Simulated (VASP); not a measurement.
# SiO2 (P4_2/mnm) in VASP: further runs

The runs below take SiO2 through equation of state, with PBE.

Everything below comes from runs of VASP 6.6.1. Logs are shortened: lines on timing, memory, paths and dates and some standing lists are left out, and cuts for length are marked.

### Step 1. Starting point

It takes space group P4_2/mnm (No. 136, tetragonal). Conventional cell: a = 4.231 Å, b = 4.231 Å, c = 2.692 Å, α = 90.00°, β = 90.00°, γ = 90.00°. Around Si (site symmetry mmm) lie 6 O at 1.77 to 1.84 Å. O (site symmetry m2m) has 3 Si at 1.77 to 1.84 Å as nearest neighbours.

The cell comes from a database or a generator and needn't be the stable form of this composition.

### Step 2. Equation of state, PBE, 7.71 Å³/atom (a relaxed cell with its volume scaled by 0.96)

INCAR

```
PREC = Accurate
ENCUT = 520
EDIFF = 1E-6
ISMEAR = 0
SIGMA = 0.02
LREAL = False
LASPH = True
NELM = 100
ALGO = Fast
ISIF = 2
LWAVE = False
LCHARG = False
GGA = PE
KPAR = 2
```

KPOINTS

```
regular mesh
0
Gamma
  6 6 8
```

POSCAR

```
SiO2                                    
1.0
    4.1742888006      0.0000000000      0.0000000000
    0.0000000000      4.1742888006      0.0000000000
    0.0000000000      0.0000000000      2.6557130551
  Si              O             
     2     4
Direct
     1.0000000000000000    0.0000000000000000    0.0000000000000000
     0.5000000000000000    0.5000000000000000    0.5000000000000000
     0.8068108545027478    0.1931891454972522    0.5000000000000000
     0.3068108545027479    0.3068108545027479    0.0000000000000000
     0.1931891454972522    0.8068108545027478    0.5000000000000000
     0.6931891454972522    0.6931891454972522    0.0000000000000000
```

Potentials or basis: VASP PAW PBE potentials, release 64 (Si, O).

On the command line:

```
> cat potpaw_PBE.64/Si/POTCAR potpaw_PBE.64/O/POTCAR > POTCAR
> mpirun -np 2 vasp_std > vasp.out
```

OUTCAR:

```text
PREC = Accurate
   ENCUT = 520
   EDIFF = 1E-6
   ISMEAR = 0
   LREAL = False
   LASPH = True
   NELM = 100
   ISIF = 2
   GGA = PE

 ion  position               nearest neighbor table
   1  0.000  0.000  0.000-   3 1.75   5 1.75   3 1.75   5 1.75   4 1.81   6 1.81
   2  0.500  0.500  0.500-   4 1.75   6 1.75   4 1.75   6 1.75   5 1.81   3 1.81
   3  0.807  0.193  0.500-   1 1.75   1 1.75   2 1.81
   4  0.307  0.307  0.000-   2 1.75   2 1.75   1 1.81
   5  0.193  0.807  0.500-   1 1.75   1 1.75   2 1.81
   6  0.693  0.693  0.000-   2 1.75   2 1.75   1 1.81

  LATTYP: Found a simple tetragonal cell.
 ALAT       =     4.1742888006
 C/A-ratio  =     0.6362073115

  Lattice vectors:

 A1 = (   4.1742888006,   0.0000000000,   0.0000000000)
 A2 = (   0.0000000000,   4.1742888006,   0.0000000000)
 A3 = (   0.0000000000,   0.0000000000,   2.6557130551)

Analysis of symmetry for initial positions (statically):
=====================================================================
 Subroutine PRICEL returns:
 Original cell was already a primitive cell.

 Routine SETGRP: Setting up the symmetry group for a
 simple tetragonal supercell.

 Subroutine GETGRP returns: Found 16 space group operations
 (whereof  8 operations were pure point group operations)
 out of a pool of 16 trial point group operations.

The static configuration has the point symmetry D_2h.
 The point group associated with its full space group is D_4h.

Analysis of symmetry for dynamics (positions and initial velocities):
=====================================================================
 Subroutine PRICEL returns:
 Original cell was already a primitive cell.

 Routine SETGRP: Setting up the symmetry group for a
 simple tetragonal supercell.

 Subroutine GETGRP returns: Found 16 space group operations
 (whereof  8 operations were pure point group operations)
 out of a pool of 16 trial point group operations.

The dynamic configuration has the point symmetry D_2h.
 The point group associated with its full space group is D_4h.

 Subroutine INISYM returns: Found 16 space group operations
 (whereof  8 operations are pure point group operations),
 and found     1 'primitive' translations

----------------------------------------------------------------------------------------

                                     Primitive cell

  volume of cell :      46.2750

  direct lattice vectors                    reciprocal lattice vectors
     4.174288801  0.000000000  0.000000000     0.239561767  0.000000000  0.000000000
     0.000000000  4.174288801  0.000000000     0.000000000  0.239561767  0.000000000
     0.000000000  0.000000000  2.655713055     0.000000000  0.000000000  0.376546705

  length of vectors
     4.174288801  4.174288801  2.655713055     0.239561767  0.239561767  0.376546705

  position of ions in fractional coordinates (direct lattice)
     0.000000000  0.000000000  0.000000000
     0.500000000  0.500000000  0.500000000
     0.806810855  0.193189145  0.500000000
     0.306810855  0.306810855  0.000000000
     0.193189145  0.806810855  0.500000000
     0.693189145  0.693189145  0.000000000

  ion indices of the primitive-cell ions
   primitive index   ion index
                 1           1
                 2           2
                 3           3
                 4           4
                 5           5
                 6           6

----------------------------------------------------------------------------------------

 KPOINTS: regular mesh

Automatic generation of k-mesh.
 Grid dimensions read from file:
 generate k-points for:    6    6    8

 Generating k-lattice:

  Cartesian coordinates                     Fractional coordinates (reciprocal lattice)
     0.039926961  0.000000000  0.000000000     0.166666667  0.000000000  0.000000000
     0.000000000  0.039926961  0.000000000     0.000000000  0.166666667  0.000000000
     0.000000000  0.000000000  0.047068338     0.000000000  0.000000000  0.125000000

  Length of vectors
     0.039926961  0.039926961  0.047068338

  Shift w.r.t. Gamma in fractional coordinates (k-lattice)
     0.000000000  0.000000000  0.000000000

 Subroutine IBZKPT returns following result:
 ===========================================

 Found     50 irreducible k-points:

 Following reciprocal coordinates:
            Coordinates               Weight
  0.000000  0.000000  0.000000      1.000000
  0.166667  0.000000  0.000000      4.000000
  0.333333  0.000000  0.000000      4.000000
  0.500000  0.000000  0.000000      2.000000
  0.166667  0.166667  0.000000      4.000000
  0.333333  0.166667  0.000000      8.000000
[... 16 lines left out ...]
  0.333333  0.000000  0.250000      8.000000
  0.500000  0.000000  0.250000      4.000000
 [... further k-points ...]
   k-points           NKPTS =     50   k-points in BZ     NKDIM =     50   number of bands    NBANDS=     20
   number of dos      NEDOS =    301   number of ions     NIONS =      6
   total plane-waves  NPLWV =  20480
   dimension x,y,z NGX =    32 NGY =   32 NGZ =   20
   dimension x,y,z NGXF=    64 NGYF=   64 NGZF=   40
   ions per type =               2   4
   NGX,Y,Z   is equivalent  to a cutoff of  12.74, 12.74, 12.52 a.u.
   NGXF,Y,Z  is equivalent  to a cutoff of  25.49, 25.49, 25.04 a.u.
 SYSTEM =  unknown system
   PREC   = accura    normal or accurate (medium, high low for compatibility)
   ISTART =      0    job   : 0-new  1-cont  2-samecut
   ICHARG =      2    charge: 1-file 2-atom 10-const
   ISPIN  =      1    spin polarized calculation?
   LNONCOLLINEAR =      F non collinear calculations
   LSORBIT =      F    spin-orbit coupling
   LASPH  =      T    aspherical Exc in radial PAW
   ENCUT  =  520.0 eV  38.22 Ry    6.18 a.u.   7.76  7.76  4.94*2*pi/ulx,y,z
   NELM   =    100;   NELMIN=  2; NELMDL= -5     # of ELM steps
   EDIFF  = 0.1E-05   stopping-criterion for ELM
   LREAL  =      F    real-space projection
   EDIFFG = 0.1E-04   stopping-criterion for IOM
   NSW    =      0    number of steps for IOM
   IBRION =     -1    ionic relax: 0-MD 1-quasi-New 2-CG
   NFREE  =      0    steps in history (QN), initial steepest desc. (CG)
   ISIF   =      2    stress and relaxation
   ISYM   =      2    0-nonsym 1-usesym 2-fastsym
   POTIM  = 0.5000    time-step for ionic-motion
   TEBEG  =    0.0;   TEEND  =   0.0 temperature during run
   PSTRESS=    0.0 pullay stress
   NELECT =      32.0000    total number of electrons
   NUPDOWN=      -1.0000    fix difference up-down
   EMIN   =  10.00;   EMAX   =-10.00  energy-range for DOS
   EFERMI =   0.00;   METHOD = LEGACY
   ISMEAR =     0;   SIGMA  =   0.02  broadening in eV -4-tet -1-fermi 0-gaus
   EFERMI_NEDOS =   21; number of points for ismear=-14 and -15
   IALGO  =     68    algorithm
   IMIX   =      4    mixing-type and parameters
     AMIX     =   0.40;   BMIX     =  1.00
     AMIX_MAG =   1.60;   BMIX_MAG =  1.00
  volume/ion in A,a.u.               =       7.71        52.05
  Fermi-wavevector in a.u.,A,eV,Ry     =   1.447692  2.735741 28.515247  2.095812
  Thomas-Fermi vector in A             =   2.565618
   LORBIT       =      0    0 simple, 1 ext, 2 COOP (PROOUT), +10 PAW based schemes
   GGA     = PE    functional components
   LHFCALC =     F    Hartree Fock is set to
   AEXX    =    0.0000 exact exchange contribution
   IVDW    =     0    specifies the selected vdW correction
   LEPSILON=     F    determine dielectric tensor
   LRPA    =     F    only Hartree local field effects (RPA)
 non-spin polarized calculation
 RMM-DIIS sequential band-by-band and
 Gauss-broadening in eV      SIGMA  =   0.02
  energy-cutoff  :      520.00
  volume of cell :       46.27
 maximum number of plane-waves:      1266
 NGX is ok and might be reduce to    32
   NGX = 15   NGY = 15   NGZ =  9

 number of electron      31.9999981 magnetization

 Free energy of the ion-electron system (eV)
  ---------------------------------------------------
  ext. energy  EPLUGINS =         0.00000000
  ---------------------------------------------------
  free energy    TOTEN  =       -46.22959528 eV

  energy without entropy =      -46.22959528  energy(sigma->0) =      -46.22959528

 E-fermi :   8.4278     XC(G=0): -12.3004

 val. band max:        8.3128659830   @ k =   0.0000   0.0000   0.0000
 cond. band min:      14.0766240439   @ k =   0.0000   0.0000   0.0000
 fundamental gap:      5.7637580608
 Fermi energy:         8.4277596740

 k-point     1 :       0.0000    0.0000    0.0000
  band No.  band energies     occupation
      1     -14.3383      2.00000
      2     -10.6614      2.00000
      3     -10.6614      2.00000
      4     -10.4820      2.00000
      5      -2.5520      2.00000
      6       1.8484      2.00000
[... 12 lines left out ...]
     19      16.9420      0.00000
     20      16.9420      0.00000

 k-point     2 :       0.1667    0.0000    0.0000
  band No.  band energies     occupation
      1     -14.1924      2.00000
      2     -11.3541      2.00000
      3     -10.5880      2.00000
      4     -10.0945      2.00000
      5      -2.3643      2.00000
      6       1.0917      2.00000
[... 12 lines left out ...]
     19      16.9900      0.00000
     20      17.0252      0.00000

 k-point     3 :       0.3333    0.0000    0.0000
  band No.  band energies     occupation
      1     -13.7661      2.00000
      2     -12.2507      2.00000
      3     -10.3920      2.00000
      4      -9.9932      2.00000
      5      -1.8428      2.00000
      6      -0.0361      2.00000
[... 12 lines left out ...]
     19      17.2060      0.00000
     20      17.3543      0.00000

 k-point     4 :       0.5000    0.0000    0.0000
  band No.  band energies     occupation
      1     -13.0951      2.00000
      2     -13.0951      2.00000
      3     -10.1488      2.00000
      4     -10.1488      2.00000
      5      -1.0497      2.00000
      6      -1.0497      2.00000
[... 429 lines left out ...]
 k-point    23 :       0.3333    0.0000    0.2500
  band No.  band energies     occupation
      1     -13.0073      2.00000
      2     -11.6901      2.00000
      3     -10.1176      2.00000
      4      -9.9360      2.00000
      5      -1.3408      2.00000
      6       0.4269      2.00000
[... 12 lines left out ...]
     19      18.8684      0.00000
     20      19.1866      0.00000

 k-point    24 :       0.5000    0.0000    0.2500
  band No.  band energies     occupation
      1     -12.4127      2.00000
      2     -12.4127      2.00000
      3      -9.9923      2.00000
      4      -9.9923      2.00000
      5      -0.4302      2.00000
      6      -0.4302      2.00000
[... 12 lines left out ...]
     19      18.9362      0.00000
     20      18.9400      0.00000

 [... further k-points ...]

------------------------ aborting loop because EDIFF is reached ----------------------------------------

  FORCE on cell =-STRESS in cart. coord.  units (eV):
  Direction    XX          YY          ZZ          XY          YZ          ZX
  --------------------------------------------------------------------------------------
  -------------------------------------------------------------------------------------
  Total        3.6914832      3.6914832      4.6555183      0.0000000      0.0000000      0.0000000
  in kB      127.8101498    127.8101498    161.1879193      0.0000000      0.0000000      0.0000000
  external PRESSURE =     138.9360730 kB  Pullay stress =       0.0000000 kB

 VOLUME and BASIS-vectors are now :
 -----------------------------------------------------------------------------
  energy-cutoff  :      520.00
  volume of cell :       46.27
      direct lattice vectors                 reciprocal lattice vectors
     4.174288801  0.000000000  0.000000000     0.239561767  0.000000000  0.000000000
     0.000000000  4.174288801  0.000000000     0.000000000  0.239561767  0.000000000
     0.000000000  0.000000000  2.655713055     0.000000000  0.000000000  0.376546705

 POSITION                                       TOTAL-FORCE (eV/Angst)
 -----------------------------------------------------------------------------------
      0.00000      0.00000      0.00000        -0.000000      0.000000      0.000000
      2.08714      2.08714      1.32786        -0.000000      0.000000      0.000000
      3.36786      0.80643      1.32786        -0.215319      0.215319     -0.000000
      1.28072      1.28072      0.00000        -0.215319     -0.215319      0.000000
      0.80643      3.36786      1.32786         0.215319     -0.215319      0.000000
      2.89357      2.89357      0.00000         0.215319      0.215319     -0.000000
 -----------------------------------------------------------------------------------
    total drift:                                0.000000     -0.000000      0.000000

  FREE ENERGIE OF THE ION-ELECTRON SYSTEM (eV)
  ---------------------------------------------------
  free  energy   TOTEN  =       -46.2295952819 eV

  energy  without entropy=      -46.2295952819  energy(sigma->0) =      -46.22959528
```

It took 45 s on 2 MPI ranks of AMD EPYC 7R43 (Zen 3), shared host; peak memory 0.13 GiB.

Results:

```
Free energy            : -46.2296 eV
Pressure               : 13.9 GPa
Largest force          : 0.305 eV/Å
Band gap on the k mesh : 5.76 eV, direct
```

### Step 3. Equation of state, PBE, 7.87 Å³/atom (a relaxed cell with its volume scaled by 0.98)

INCAR is that of step 2.

KPOINTS is that of step 2.

Changes to POSCAR since step 2:

```diff
@@ -2,5 +2,5 @@
 1.0
-    4.1742888006      0.0000000000      0.0000000000
-    0.0000000000      4.1742888006      0.0000000000
-    0.0000000000      0.0000000000      2.6557130551
+    4.2030779090      0.0000000000      0.0000000000
+    0.0000000000      4.2030779090      0.0000000000
+    0.0000000000      0.0000000000      2.6740288964
   Si              O
```

Potentials or basis: VASP PAW PBE potentials, release 64 (Si, O).

On the command line:

```
> cat potpaw_PBE.64/Si/POTCAR potpaw_PBE.64/O/POTCAR > POTCAR
> mpirun -np 2 vasp_std > vasp.out
```

It took 43 s on 2 MPI ranks of AMD EPYC 7R43 (Zen 3), shared host; peak memory 0.13 GiB.

The run converged. Its results:

- Free energy: -46.2934 eV
- Pressure: 6.8 GPa
- Largest force: 0.152 eV/Å
- Band gap on the k mesh: 5.39 eV, direct

### Step 4. Equation of state, PBE, 8.03 Å³/atom

INCAR is that of step 3.

KPOINTS is that of step 3.

Changes to POSCAR since step 3:

```diff
@@ -2,5 +2,5 @@
 1.0
-    4.2030779090      0.0000000000      0.0000000000
-    0.0000000000      4.2030779090      0.0000000000
-    0.0000000000      0.0000000000      2.6740288964
+    4.2314779456      0.0000000000      0.0000000000
+    0.0000000000      4.2314779456      0.0000000000
+    0.0000000000      0.0000000000      2.6920972073
   Si              O
```

On the command line:

```
> cat potpaw_PBE.64/Si/POTCAR potpaw_PBE.64/O/POTCAR > POTCAR
> mpirun -np 2 vasp_std > vasp.out
```

Wall time 42 s (2 MPI ranks of AMD EPYC 7R43 (Zen 3), shared host); peak memory 0.13 GiB.

The run converged. Its results:

```
Free energy            : -46.3167 eV
Pressure               : 0.5 GPa
Largest force          : 0.009 eV/Å
Band gap on the k mesh : 5.04 eV, direct
```

### Step 5. Equation of state, PBE, 8.19 Å³/atom (a relaxed cell with its volume scaled by 1.02)

INCAR is that of step 4.

KPOINTS is that of step 4.

Changes to POSCAR since step 4:

```diff
@@ -2,5 +2,5 @@
 1.0
-    4.2314779456      0.0000000000      0.0000000000
-    0.0000000000      4.2314779456      0.0000000000
-    0.0000000000      0.0000000000      2.6920972073
+    4.2595017950      0.0000000000      0.0000000000
+    0.0000000000      4.2595017950      0.0000000000
+    0.0000000000      0.0000000000      2.7099261852
   Si              O
```

On the command line:

```
> cat potpaw_PBE.64/Si/POTCAR potpaw_PBE.64/O/POTCAR > POTCAR
> mpirun -np 2 vasp_std > vasp.out
```

It took 41 s on 2 MPI ranks of AMD EPYC 7R43 (Zen 3), shared host; peak memory 0.13 GiB.

It converged, with:

- Free energy: -46.3039 eV
- Pressure: -5.2 GPa
- Largest force: 0.124 eV/Å
- Band gap on the k mesh: 4.70 eV, direct

### Step 6. Equation of state, PBE, 8.36 Å³/atom (a relaxed cell with its volume scaled by 1.04)

INCAR is that of step 5.

KPOINTS is that of step 5.

Changes to POSCAR since step 5:

```diff
@@ -2,5 +2,5 @@
 1.0
-    4.2595017950      0.0000000000      0.0000000000
-    0.0000000000      4.2595017950      0.0000000000
-    0.0000000000      0.0000000000      2.7099261852
+    4.2871616726      0.0000000000      0.0000000000
+    0.0000000000      4.2871616726      0.0000000000
+    0.0000000000      0.0000000000      2.7275236016
   Si              O
```

Potentials or basis: VASP PAW PBE potentials, release 64 (Si, O).

On the command line:

```
> cat potpaw_PBE.64/Si/POTCAR potpaw_PBE.64/O/POTCAR > POTCAR
> mpirun -np 2 vasp_std > vasp.out
```

It took 43 s on 2 MPI ranks of AMD EPYC 7R43 (Zen 3), shared host; peak memory 0.13 GiB.

The run converged. Its results:

* Free energy: -46.2583 eV
* Pressure: -10.4 GPa
* Largest force: 0.247 eV/Å
* Band gap on the k mesh: 4.37 eV, direct

### Step 7. Equation of state, PBE

This step only gathers the single runs of the series.

Results:

- Equilibrium volume: 8.05 Å³/atom
- Bulk modulus at fixed shape and positions: 298 GPa
- Pressure derivative of the bulk modulus: 4.3 (rough: it moves with the points fitted)

Energy against volume, from the lowest point:
```csv
volume (Å³/atom),energy (meV/atom)
7.712,14.52
7.873,3.89
8.034,0.00
8.195,2.14
8.355,9.74
```

Caveat: the cell was scaled at fixed shape and fractional positions, which overstates the stiffness of a crystal with free parameters, most of all of layers and chains.

### Step 8. For comparison

An earlier run on the cell as given: functional PBEsol; potentials or basis VASP PAW PBE potentials, release 64 (Si, O); cutoff 520 eV; k mesh 6 × 6 × 10; occupations fermi-dirac, width 0.05 eV; no spin polarisation.

* Pressure: -6.0 GPa
* Largest force: 0.004 eV/Å
* Band gap on the k mesh: 4.99 eV, direct
